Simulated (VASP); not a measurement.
A run of VASP 6.6.1:

The input INCAR:

```
PREC = Accurate
ENCUT = 520
EDIFF = 1E-7
ISMEAR = -1
SIGMA = 0.05
LREAL = F
LASPH = T
NELM = 100
ALGO = Normal
ISIF = 2
LWAVE = F
LCHARG = F
ISPIN = 2
MAGMOM = 2 0 0 0
LORBIT = 11
LMAXMIX = 4
GGA = PE
NBANDS = 18
```

KPOINTS

```
regular mesh
0
Gamma
  10 10 10
```

The input POSCAR:

```
CoH3
1.0
    2.6113350000      0.0000000000      0.0000000000
    0.0000000000      2.6113350000      0.0000000000
    0.0000000000      0.0000000000      2.6113350000
Co H
1 3
Direct
    0.0000000000      0.0000000000      0.0000000000
    0.5000000000      0.5000000000      0.0000000000
    0.5000000000      0.0000000000      0.5000000000
    0.0000000000      0.5000000000      0.5000000000
```

Potentials or basis: VASP PAW PBE potentials, release 64 (Co, H).

Command:

```console
$ cat potpaw_PBE.64/Co/POTCAR potpaw_PBE.64/H/POTCAR > POTCAR
$ mpirun -np 1 vasp_std > vasp.out
```

Hardware: 1 thread of Intel(R) Xeon(R) 6975P-C (Granite Rapids), on a shared host.

Q: How long does it take, and how much memory?

A: Run time: 19 s on 1 thread of Intel(R) Xeon(R) 6975P-C (Granite Rapids), with other jobs on the host, peak memory 0.15 GiB. Counts: scf iterations 15, k points 56.
